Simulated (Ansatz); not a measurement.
Space group Fm-3m (No. 225). a = 3.630 Å, b = 3.630 Å, c = 3.630 Å, α = 90.00°, β = 90.00°, γ = 90.00°
```json
{"atom": "Cu", "site": "4a", "symmetry": "m-3m", "x": "0.0000", "y": "0.0000", "z": "0.0000"}
```

Equation of state of this Cu structure (not necessarily the ground state), with shape and atoms relaxed at each volume where symmetry leaves them free. It has no gap at any of these volumes. These are results of DFT PBE, scalar-relativistic, plane waves, PAW in Ansatz 0.2.0, not measurements.

Cutoff 420 eV; k points 26×26×26 on the computed 1-atom cell (Γ-centred); Gaussian smearing, width 0.10 eV; no spin polarisation.

| V (Å³/atom) | E − E(largest V) (meV/atom) | P (GPa) |
| --- | --- | --- |
| 10.520 | 54.55 | 24.81 |
| 10.879 | 8.25 | 16.84 |
| 11.238 | -21.76 | 10.19 |
| 11.596 | -38.17 | 4.64 |
| 11.955 | -43.24 | 0.01 |
| 12.313 | -38.83 | -3.86 |
| 12.672 | -26.51 | -7.08 |
| 13.150 | 0.00 | -10.56 |

Q: Fit a third-order Birch–Murnaghan equation, E = E0 + (9V0B0/16)·[(x − 1)³B0' + (x − 1)²(6 − 4x)] with x = (V0/V)^(2/3), to E(V).

A: V0 = 11.96 Å³/atom, B0 = 141 GPa, B0' = 5.0.

The cell was reached from a generator's guess, though it ends in a space group that the Crystallography Open Database lists for this formula.
